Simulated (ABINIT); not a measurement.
# TiB2 (P6/mmm) in ABINIT: further runs, part 3 of 3

ABINIT 10.8.3 (patched build). Earlier steps stand in the parts before.

**6. Equation of state, LDA**

The input, run.abi:

```
# Datasets: one volume each
ndtset 7
getwfk -1
scalecart1 3*0.9795861087
scalecart2 3*0.9864848297
scalecart3 3*0.9932883884
scalecart4 3*1.0000000000
scalecart5 3*1.0066227096
scalecart6 3*1.0131594038
scalecart7 3*1.0196128224

# Pseudopotentials
pp_dirpath "./"
pseudos "Ti.LDA_PW-JTH.xml, B.LDA_PW-JTH.xml"

# Structure
acell 5.7243583767 5.7243583766 6.1007918207
rprim
     1.0000000000     0.0000000000     0.0000000000
    -0.5000000000     0.8660254038     0.0000000000
     0.0000000000     0.0000000000     1.0000000000
ntypat 2
znucl 22 5
natom 3
typat 1 2 2
xred
     0.0000000000     0.0000000000     0.0000000000
     0.6666666667     0.3333333333     0.5000000000
     0.3333333333     0.6666666667     0.5000000000

# Plane-wave basis
ecut 10.0
pawecutdg 20.0
pawovlp 30

# k points
kptopt 1
ngkpt 10 10 8
nshiftk 1
shiftk 0.0 0.0 0.0

# Exchange and correlation
ixc 7

# Bands and occupations
nband 13
occopt 3
tsmear 0.00183747

# SCF cycle
nstep 100
tolvrs 1.0e-9

# Output
iomode 3
prtwf 1
prtden 0
prteig 0
prtebands 0
enunit 2
```

Potentials or basis: JTH PAW LDA v2.0.

Run with:

```bash
$ abinit run.abi > log 2>&1
```

Wall time 40 s (1 thread of Arm Neoverse V1, shared host); peak memory 0.11 GiB.

The run converged. Its results:

```yaml
Equilibrium_volume: "8.23 Å³/atom (rough: see the caveat)"
Bulk_modulus_at_fixed_shape_and_positions: 289 GPa (rough)
```

Energy against volume, from the lowest point:
```
volume (Å³/atom)  energy (meV/atom)
           8.039               4.49
           8.210               0.00
           8.381               2.56
           8.552              10.17
           8.723              23.89
           8.894              40.94
           9.065              63.05
```

Caveat: the cutoff is too short for stress, so the log's stress isn't used; pressures at fixed basis lie under the slope of the energies; the cell was scaled at fixed shape and fractional positions, which overstates the stiffness of a crystal with free parameters, most of all of layers and chains; the fit is rough or its minimum lies at the end of the range; the atomic spheres overlap.

**7. Band structure, PBE**

The input, run.abi:

```
# Datasets: ground state, then fixed potential
ndtset 2

# Pseudopotentials
pp_dirpath "./"
pseudos "Ti.upf, B.upf"

# Structure
acell 3.0292 3.0292 3.2284 Angstrom
rprim
     1.0000000000     0.0000000000     0.0000000000
    -0.5000000000     0.8660254038     0.0000000000
     0.0000000000     0.0000000000     1.0000000000
ntypat 2
znucl 22 5
natom 3
typat 1 2 2
xred
     0.0000000000     0.0000000000     0.0000000000
     0.6666666667     0.3333333333     0.5000000000
     0.3333333333     0.6666666667     0.5000000000

# Plane-wave basis
ecut 42.0

# Exchange and correlation
ixc 11

# Bands and occupations
occopt 3
tsmear 0.05 eV

# SCF cycle
nstep 100

# Output
iomode 3
prtwf 0
prteig 0
prtebands 0
enunit 1
prtden1 1
prtvha1 1
prtvclmb1 1
prtpot1 1
prtelf1 1

# Dataset 1
kptopt1 1
ngkpt1 10 10 8
nshiftk1 1
shiftk1 0.0 0.0 0.0
nband1 13
tolvrs1 1.0e-10

# Dataset 2: bands along G-M-K-G-A-L-H-A
iscf2 -2
getden2 1
nband2 19
nbdbuf2 4
tolwfr2 1.0e-11
kptopt2 -7
ndivsm2 5
prteig2 1
prtvol2 -3
kptbounds2
     0.0000000000     0.0000000000     0.0000000000
     0.5000000000     0.0000000000     0.0000000000
     0.3333333333     0.3333333333     0.0000000000
     0.0000000000     0.0000000000     0.0000000000
     0.0000000000     0.0000000000     0.5000000000
     0.5000000000     0.0000000000     0.5000000000
     0.3333333333     0.3333333333     0.5000000000
     0.0000000000     0.0000000000     0.5000000000
```

Potentials or basis: PseudoDojo NC SR PBE v0.4.1 standard.

Run with:

```bash
$ abinit run.abi > log 2>&1
```

run.abo:

```text
.Version 10.8.3 of ABINIT
 DATASET    1 : space group P6/m m m (#191); Bravais hP (primitive hexag.)
================================================================================
 Values of the parameters that define the memory need for DATASET  1.
     intxc =       0    ionmov =       0      iscf =       7    lmnmax =       6
     lnmax =       6     mgfft =      36  mpssoang =       3    mqgrid =    3001
     natom =       3  nloc_mem =       1    nspden =       1   nspinor =       1
    nsppol =       1      nsym =      24    n1xccc =    2501    ntypat =       2
    occopt =       3   xclevel =       2
       mpw =        2286          nfft =       46656          nkpt =          70
================================================================================
================================================================================

 DATASET    2 : space group P6/m m m (#191); Bravais hP (primitive hexag.)
================================================================================
 Values of the parameters that define the memory need for DATASET  2.
     intxc =       0    ionmov =       0      iscf =      -2    lmnmax =       6
     lnmax =       6     mgfft =      36  mpssoang =       3    mqgrid =    3001
     natom =       3  nloc_mem =       1    nspden =       1   nspinor =       1
    nsppol =       1      nsym =      24    n1xccc =    2501    ntypat =       2
    occopt =       3   xclevel =       2
       mpw =        2284          nfft =       46656          nkpt =          56
================================================================================
[... 999 lines left out ...]
 kpt#  54, nband= 19, wtk=  1.00000, kpt=  0.0667  0.0667  0.5000 (reduced coord)
 -45.11521  -21.67998  -21.22443  -21.18650    0.33740    4.51594    9.51681    9.72407
  11.68414   12.48961   13.05294   13.22878   13.55007   18.81096   21.42443   21.76647
  22.61338   26.62930   27.38242
 kpt#  55, nband= 19, wtk=  1.00000, kpt=  0.0333  0.0333  0.5000 (reduced coord)
 -45.12022  -21.68877  -21.18775  -21.17769    0.24353    4.26974   10.48401   10.54685
  12.09066   12.30823   12.31573   12.35174   13.47695   18.48683   21.66917   21.87015
  22.15857   25.78671   27.71722
 kpt#  56, nband= 19, wtk=  1.00000, kpt=  0.0000  0.0000  0.5000 (reduced coord)
 -45.12197  -21.69183  -21.17477  -21.17477    0.21234    4.18614   11.24255   11.24255
  11.63777   11.63777   12.24651   12.24651   13.45205   18.34967   21.56917   22.07017
  22.07017   25.45378   27.78429

== END DATASET(S) ==============================================================
================================================================================

 -outvars: echo values of variables after computation  --------
            acell      5.7243583806E+00  5.7243583806E+00  6.1007918249E+00 Bohr
           etotal1    -6.5354640785E+01
            fcart1     7.8397293464E-30  4.5262698485E-30 -0.0000000000E+00
                       3.1358917386E-29 -9.0525396969E-30 -0.0000000000E+00
                      -3.9198646732E-29  4.5262698485E-30 -0.0000000000E+00
            rprim      1.0000000000E+00  0.0000000000E+00  0.0000000000E+00
                      -5.0000000000E-01  8.6602540380E-01  0.0000000000E+00
                       0.0000000000E+00  0.0000000000E+00  1.0000000000E+00
           strten1    -8.8913315560E-06 -8.8913320188E-06 -2.1096283562E-06
                       0.0000000000E+00  0.0000000000E+00  0.0000000000E+00
           xangst      0.0000000000E+00  0.0000000000E+00  0.0000000000E+00
                       1.5146000000E+00  8.7445471773E-01  1.6142000000E+00
                      -3.9857384438E-17  1.7489094355E+00  1.6142000000E+00
             xred      0.0000000000E+00  0.0000000000E+00  0.0000000000E+00
                       6.6666666667E-01  3.3333333333E-01  5.0000000000E-01
                       3.3333333333E-01  6.6666666667E-01  5.0000000000E-01
 Calculation completed.
```

It took 1.8 min on 1 thread of Arm Neoverse V1, shared host; peak memory 0.11 GiB.

Results:

* Free energy: -1778.3904 eV
* Pressure: 0.2 GPa
* Band gap on the k mesh: none (metal or under the smearing width)
* Valence electrons inside the program's atomic spheres: Ti 9.59; B 2.84

Stress tensor (GPa, compression positive):
```
0.26 0.00 0.00
0.00 0.26 0.00
0.00 0.00 0.06
```

Levels at the corners of the path, in eV from the Fermi level:
```tsv
point	band 5	band 6	band 7	band 8	band 9	band 10	band 11	band 12	band 13	band 14
Γ	-13.46	-2.56	-2.56	-2.29	-2.06	1.96	1.96	3.71	3.71	5.84
M	-9.32	-9.19	-3.23	-3.18	-2.21	1.41	2.81	3.28	3.41	7.50
K	-8.27	-8.27	-7.30	-1.81	-1.81	1.43	1.43	2.06	6.97	6.97
Γ	-13.46	-2.56	-2.56	-2.29	-2.06	1.96	1.96	3.71	3.71	5.84
A	-11.54	-7.57	-0.51	-0.51	-0.11	-0.11	0.50	0.50	1.70	6.60
L	-9.71	-7.51	-4.60	-3.77	-3.10	2.55	2.98	4.53	4.64	5.44
H	-8.52	-8.52	-5.68	-3.12	-3.12	2.57	4.30	4.30	4.56	4.56
A	-11.54	-7.57	-0.51	-0.51	-0.11	-0.11	0.50	0.50	1.70	6.60
```

**8. Summary**

```tsv
task	level	potentials or basis	cutoff (eV)	fine-grid cutoff	gap on the mesh (eV)	pressure (GPa)	V0 of scaled cells (Å³/atom)	B0 (GPa)
equation of state	WC	JTH PAW PBE v2.0	408	816.342 eV	-	-	8.43	265
band structure	PBEsol	JTH PAW PBE v2.0	408	816.342 eV	none	-4.4	-	-
band structure	LDA-PZ	JTH PAW LDA v2.0	408	816.342 eV	none	-10.4	-	-
equation of state	PBEsol	JTH PAW PBE v2.0	354	707.496 eV	-	-	8.42	267
equation of state	LDA	JTH PAW LDA v2.0	272	544.228 eV	-	-	-	-
band structure	PBE	PseudoDojo NC SR PBE v0.4.1 standard	1143	-	none	0.2	-	-
```

Alike in all rows: no spin polarisation; cell as given; k mesh 10 × 10 × 8; smearing fermi-dirac 0.05 eV.

Caveats: the atomic spheres overlap (some runs); pressures at fixed basis lie under the slope of the energies (some runs); the cell was scaled at fixed shape and fractional positions, which overstates the stiffness of a crystal with free parameters, most of all of layers and chains (some runs); the PAW data sets were made with another functional, which shifts forces and pressure a little (some runs); the fit is rough or its minimum lies at the end of the range (some runs).

Absolute energies hang on the potentials; compare differences alone.
